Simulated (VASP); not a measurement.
# WS2 (R3m) in VASP: further runs

One crystal, WS2, is run at these levels: PBEsol+U; tasks: single point.

Program: VASP 6.6.1. These are calculated values, not measurements. Logs are shortened: lines on timing, memory, paths and dates and some standing lists are left out, and cuts for length are marked.

## 1. The structure

Symmetry: R3m, No. 160, trigonal system. The conventional cell has a = 3.158 Å, b = 3.158 Å, c = 18.490 Å, α = 90.00°, β = 90.00°, γ = 120.00°. W (site symmetry 3m) is surrounded by 6 S at 2.39 to 2.42 Å. Around S (site symmetry 3m) lie 3 W at 2.39 Å. Around S (site symmetry 3m) lie 3 W at 2.42 Å.

Measurements of this composition are mostly on another form, of space group No. 194.

## 2. Single point, PBEsol+U, collinear spin, ferromagnetic start

INCAR

```
PREC = Accurate ; ENCUT = 520
EDIFF = 1E-7 ; ISMEAR = 0
SIGMA = 0.05 ; LREAL = False
LASPH = True ; NELM = 100
ALGO = Normal ; ISIF = 2
LWAVE = False ; LCHARG = False
ISPIN = 2 ; MAGMOM = 0.5 0.5 0 0 0 0
LORBIT = 11 ; LMAXMIX = 4
LDAU = True ; LDAUTYPE = 2
LDAUL = 2 -1 ; LDAUU = 2 0
LDAUJ = 0 0 ; LDAUPRINT = 1
GGA = PS
```

KPOINTS

```
regular mesh
0
Gamma
  6 6 5
```

POSCAR

```
WS2
1.0
    1.5790001700      0.9116361700      6.1633291500
   -1.5790001700     -0.9116361700     12.3266583000
    0.0000000000     -3.6465446800     12.3266583000
W S
2 4
Direct
    0.0000000000      0.0000000000      0.0000000000
    0.0000000000      0.0000000000      0.5000000000
    0.7503000000      0.7503000000      0.0000000000
    0.5810000000      0.5810000000      0.0000000000
    0.7503000000      0.7503000000      0.5000000000
    0.5810000000      0.5810000000      0.5000000000
```

Potentials or basis: VASP PAW PBE potentials, release 64 (W_sv, S).

The run is started by

```bash
$ cat potpaw_PBE.64/W_sv/POTCAR potpaw_PBE.64/S/POTCAR > POTCAR
$ mpirun -np 1 vasp_std > vasp.out
```

OUTCAR:

```text
PREC = Accurate
   ENCUT = 520
   EDIFF = 1E-7
   ISMEAR = 0
   LREAL = False
   LASPH = True
   NELM = 100
   ISIF = 2
   ISPIN = 2
   LORBIT = 11
   GGA = PS

 ion  position               nearest neighbor table
   1  0.000  0.000  0.000-   5 2.39   5 2.39   3 2.39   6 2.42   6 2.42   4 2.42   2 3.16   2 3.16
                             2 3.16   2 3.16
   2  0.000  0.000  0.500-   3 2.39   3 2.39   5 2.39   4 2.42   4 2.42   6 2.42   1 3.16   1 3.16
                             1 3.16   1 3.16
   3  0.750  0.750  0.000-   2 2.39   2 2.39   1 2.39
   4  0.581  0.581  0.000-   2 2.42   2 2.42   1 2.42
   5  0.750  0.750  0.500-   1 2.39   1 2.39   2 2.39
   6  0.581  0.581  0.500-   1 2.42   1 2.42   2 2.42

  LATTYP: Found a simple monoclinic cell.
 ALAT       =     5.4698170344
 B/A-ratio  =     0.5773502682
 C/A-ratio  =     1.1750592959
 COS(beta)  =    -0.2836736278

  Lattice vectors:

 A1 = (  -4.7370005100,  -2.7349085100,   0.0000000000)
 A2 = (   1.5790001700,  -2.7349085100,   0.0000000000)
 A3 = (   1.5790001700,   0.9116361700,   6.1633291500)

Analysis of symmetry for initial positions (statically):
=====================================================================
 Subroutine PRICEL returns following result:

  LATTYP: Found a trigonal (rhomboedric) cell.
 ALAT       =     6.4273593532
 COS(alpha) =     0.8792939091
[... 12 lines left out ...]
 Subroutine GETGRP returns: Found  2 space group operations
 (whereof  2 operations were pure point group operations)
 out of a pool of  4 trial point group operations.

The static configuration has the point symmetry C_1h.

Analysis of symmetry for dynamics (positions and initial velocities):
=====================================================================
 Subroutine PRICEL returns following result:

  LATTYP: Found a trigonal (rhomboedric) cell.
 ALAT       =     6.4273593532
 COS(alpha) =     0.8792939091
[... 12 lines left out ...]
 Subroutine GETGRP returns: Found  2 space group operations
 (whereof  2 operations were pure point group operations)
 out of a pool of  4 trial point group operations.

The dynamic configuration has the point symmetry C_1h.

Analysis of structural, dynamic, and magnetic symmetry:
=====================================================================
 Subroutine PRICEL returns following result:

[... 248 lines left out ...]
  o =  0.3418  v =  0.8527  0.0875 -0.0009  0.1515  0.4923  0.0000  0.0000  0.0000  0.0000  0.0000      0.0000  0.0000  0.0000  0.0000  0.0000  0.0000  0.0000  0.0000  0.0000  0.0000
  o =  0.3418  v =  0.0000  0.0000  0.0000  0.0000  0.0000  0.8527  0.0875 -0.0009  0.1515  0.4923      0.0000  0.0000  0.0000  0.0000  0.0000  0.0000  0.0000  0.0000  0.0000  0.0000
  o =  0.3636  v = -0.0008 -0.0001 -1.0000 -0.0001 -0.0005  0.0000  0.0000  0.0000  0.0000  0.0000      0.0000  0.0000  0.0000  0.0000  0.0000  0.0000  0.0000  0.0000  0.0000  0.0000
  o =  0.3636  v =  0.0000  0.0000  0.0000  0.0000  0.0000 -0.0008 -0.0001 -1.0000 -0.0001 -0.0005      0.0000  0.0000  0.0000  0.0000  0.0000  0.0000  0.0000  0.0000  0.0000  0.0000

 number of electron      52.0000002 magnetization      -0.0000052

 Free energy of the ion-electron system (eV)
  ---------------------------------------------------
  ext. energy  EPLUGINS =         0.00000000
  ---------------------------------------------------
  free energy    TOTEN  =       -46.01586908 eV

  energy without entropy =      -46.01586908  energy(sigma->0) =      -46.01586908

 E-fermi :   7.8229     XC(G=0): -11.1183

 val. band max:        7.4757251368   @ k =   0.5000  -0.0000  -0.0000
 cond. band min:       8.4679032333   @ k =  -0.1667   0.1667   0.0000
 fundamental gap:      0.9921780965
 Fermi energy:         7.8229167432

 spin component 1

 k-point     1 :       0.0000    0.0000    0.0000
  band No.  band energies     occupation
      1     -67.4126      1.00000
      2     -67.3939      1.00000
      3     -31.8476      1.00000
      4     -31.6608      1.00000
      5     -31.5940      1.00000
      6     -31.5724      1.00000
[... 1673 lines left out ...]
     31      10.2139      0.00000
     32      10.6259      0.00000

 [... further k-points ...]
[... 5 lines left out ...]
  --------------------------------------------------------------------------------------
  -------------------------------------------------------------------------------------
  Total        0.4779233      0.4773356      1.3180461      0.0005090     -0.0006918     -0.0011982
  in kB        7.1923113      7.1834669     19.8353948      0.0076594     -0.0104112     -0.0180325
  external PRESSURE =      11.4037243 kB  Pullay stress =       0.0000000 kB

 VOLUME and BASIS-vectors are now :
 -----------------------------------------------------------------------------
  energy-cutoff  :      520.00
  volume of cell :      106.46
      direct lattice vectors                 reciprocal lattice vectors
     1.579000170  0.911636170  6.163329150     0.316656077  0.182821472  0.054083325
    -1.579000170 -0.911636170 12.326658300    -0.316656077  0.182821472  0.054083325
     0.000000000 -3.646544680 12.326658300     0.158328039 -0.274232208  0.000000000

 POSITION                                       TOTAL-FORCE (eV/Angst)
 -----------------------------------------------------------------------------------
      0.00000      0.00000      0.00000         0.000849      0.000490     -0.613238
      0.00000     -1.82327      6.16333         0.000849      0.000490     -0.613238
      0.00000      0.00000     13.87304        -0.000532     -0.000307      0.441254
      0.00000      0.00000     10.74268        -0.000317     -0.000183      0.171983
      0.00000     -1.82327     20.03637        -0.000532     -0.000307      0.441254
      0.00000     -1.82327     16.90601        -0.000317     -0.000183      0.171983
 -----------------------------------------------------------------------------------
    total drift:                               -0.000001     -0.000001      0.000062

  FREE ENERGIE OF THE ION-ELECTRON SYSTEM (eV)
  ---------------------------------------------------
  free  energy   TOTEN  =       -46.0158690762 eV

  energy  without entropy=      -46.0158690762  energy(sigma->0) =      -46.01586908

 total charge

# of ion       s       p       d       tot
------------------------------------------
    1        2.331   6.342   3.356  12.028
    2        2.331   6.342   3.356  12.028
    3        1.352   2.361   0.000   3.714
    4        1.354   2.344   0.000   3.698
    5        1.352   2.361   0.000   3.714
    6        1.354   2.344   0.000   3.698
--------------------------------------------------
tot         10.074  22.094   6.712  38.880

 magnetization (x)

# of ion       s       p       d       tot
------------------------------------------
    1       -0.000  -0.000  -0.000  -0.000
    2       -0.000  -0.000  -0.000  -0.000
    3       -0.000  -0.000   0.000  -0.000
    4       -0.000  -0.000   0.000  -0.000
    5       -0.000  -0.000   0.000  -0.000
    6       -0.000  -0.000   0.000  -0.000
--------------------------------------------------
tot         -0.000  -0.000  -0.000  -0.000
```

Wall time 55 min (1 thread of AMD EPYC 9R45 (Zen 5), shared host); peak memory 1.3 GiB.

Results:

| Quantity | Value |
| --- | --- |
| Free energy | -46.0159 eV |
| Pressure | 1.1 GPa |
| Largest force | 0.613 eV/Å |
| Band gap on the k mesh | 0.99 eV |
| Net moment | 0.00 μB per cell |
| Valence electrons inside the program's atomic spheres | W 12.03; S 3.71, 3.70 |

Forces in eV/Å, atoms in the order of the input:
```
W    0.001  0.000 -0.613
W    0.001  0.000 -0.613
S   -0.001  0.000  0.441
S    0.000  0.000  0.172
S   -0.001  0.000  0.441
S    0.000  0.000  0.172
```

Levels at points of the mesh, in eV from the valence-band top:
Spin up:
```
           k point  band 23  band 24  band 25  band 26  band 27  band 28  band 29  band 30
(0.00, 0.00, 0.00)    -2.05    -1.61    -1.60    -1.23     2.20     2.20     2.30     2.55
(0.50, 0.00, 0.00)    -2.23    -1.85    -1.78     0.00     2.32     2.32     2.35     2.39
(0.00, 0.50, 0.00)    -1.85    -1.85    -1.78    -1.78     2.35     2.35     2.60     2.60
(0.50, 0.50, 0.00)    -2.05    -2.05    -1.60    -1.60     2.30     2.30     2.71     2.71
```
Spin down:
| k point | band 22 | band 23 | band 24 | band 25 | band 26 | band 27 | band 28 | band 29 | band 30 | band 31 |
| --- | --- | --- | --- | --- | --- | --- | --- | --- | --- | --- |
| (0.00, 0.00, 0.00) | -2.26 | -2.05 | -1.61 | -1.60 | -1.23 | 2.20 | 2.20 | 2.30 | 2.55 | 2.55 |
| (0.50, 0.00, 0.00) | -2.23 | -2.23 | -1.85 | -1.78 | 0.00 | 2.32 | 2.32 | 2.35 | 2.39 | 2.39 |
| (0.00, 0.50, 0.00) | -2.59 | -1.85 | -1.85 | -1.78 | -1.78 | 2.35 | 2.35 | 2.60 | 2.60 | 3.58 |
| (0.50, 0.50, 0.00) | -3.20 | -2.05 | -2.05 | -1.60 | -1.60 | 2.30 | 2.30 | 2.71 | 2.71 | 3.19 |

Eigenvalues of the final occupation matrices:
```tsv
site	spin	trace	eigenvalues
site 1 d	1	1.71	0.33 0.33 0.34 0.34 0.36
site 1 d	2	1.71	0.33 0.33 0.34 0.34 0.36
site 2 d	1	1.71	0.33 0.33 0.34 0.34 0.36
site 2 d	2	1.71	0.33 0.33 0.34 0.34 0.36
```

Caveat: the PAW data sets were made with another functional, which shifts forces and pressure a little; spin-orbit coupling is left out, which moves the levels of the heavy elements; an odd mesh through Γ misses points on the zone boundary, where band edges often lie.

## 3. Single point, PBEsol+U, collinear spin, antiferromagnetic start

INCAR, as its differences from that of step 2:

```diff
@@ -6,3 +6,3 @@
 LWAVE = False ; LCHARG = False
-ISPIN = 2 ; MAGMOM = 0.5 0.5 0 0 0 0
+ISPIN = 2 ; MAGMOM = 0.5 -0.5 0 0 0 0
 LORBIT = 11 ; LMAXMIX = 4
```

KPOINTS is that of step 2.

POSCAR is that of step 2.

Potentials or basis: VASP PAW PBE potentials, release 64 (W_sv, S).

The run is started by

```bash
$ cat potpaw_PBE.64/W_sv/POTCAR potpaw_PBE.64/S/POTCAR > POTCAR
$ mpirun -np 1 vasp_std > vasp.out
```

Run time: 54 min. Hardware: 1 thread of AMD EPYC 9R45 (Zen 5), shared host; peak memory 1.3 GiB.

It converged, with:

```yaml
Free_energy: -46.0159 eV
Pressure: 1.1 GPa
Largest_force: 0.613 eV/Å
Band_gap_on_the_k_mesh: 0.99 eV
Net_moment: 0.00 μB per cell
Valence_electrons_inside_the_program's_atomic_spheres: W 12.03; S 3.71, 3.70
```

Forces on the atoms (eV/Å):
```
W    0.001  0.000 -0.613
W    0.001  0.000 -0.613
S   -0.001  0.000  0.441
S    0.000  0.000  0.172
S   -0.001  0.000  0.441
S    0.000  0.000  0.172
```

Stress tensor (GPa, compression positive):
```
0.72 0.00 0.00
0.00 0.72 0.00
0.00 0.00 1.98
```

Levels at points of the mesh, in eV from the valence-band top:
Spin up:
```csv
k point,band 23,band 24,band 25,band 26,band 27,band 28,band 29,band 30
"(0.00, 0.00, 0.00)",-2.05,-1.61,-1.60,-1.23,2.20,2.20,2.30,2.55
"(0.50, 0.00, 0.00)",-2.23,-1.85,-1.78,0.00,2.32,2.32,2.35,2.39
"(0.00, 0.50, 0.00)",-1.85,-1.85,-1.78,-1.78,2.35,2.35,2.60,2.60
"(0.50, 0.50, 0.00)",-2.05,-2.05,-1.60,-1.60,2.30,2.30,2.71,2.71
```
Spin down:
```tsv
k point	band 23	band 24	band 25	band 26	band 27	band 28	band 29	band 30
(0.00, 0.00, 0.00)	-2.05	-1.61	-1.60	-1.23	2.20	2.20	2.30	2.55
(0.50, 0.00, 0.00)	-2.23	-1.85	-1.78	0.00	2.32	2.32	2.36	2.39
(0.00, 0.50, 0.00)	-1.85	-1.85	-1.78	-1.78	2.35	2.35	2.60	2.60
(0.50, 0.50, 0.00)	-2.05	-2.05	-1.60	-1.60	2.30	2.30	2.71	2.71
```

Eigenvalues of the final occupation matrices:
| site | spin | trace | eigenvalues |
| --- | --- | --- | --- |
| site 1 d | 1 | 1.71 | 0.33 0.33 0.34 0.34 0.36 |
| site 1 d | 2 | 1.71 | 0.33 0.33 0.34 0.34 0.36 |
| site 2 d | 1 | 1.71 | 0.33 0.33 0.34 0.34 0.36 |
| site 2 d | 2 | 1.71 | 0.33 0.33 0.34 0.34 0.36 |

Caveat: the PAW data sets were made with another functional, which shifts forces and pressure a little; spin-orbit coupling is left out, which moves the levels of the heavy elements; an odd mesh through Γ misses points on the zone boundary, where band edges often lie.
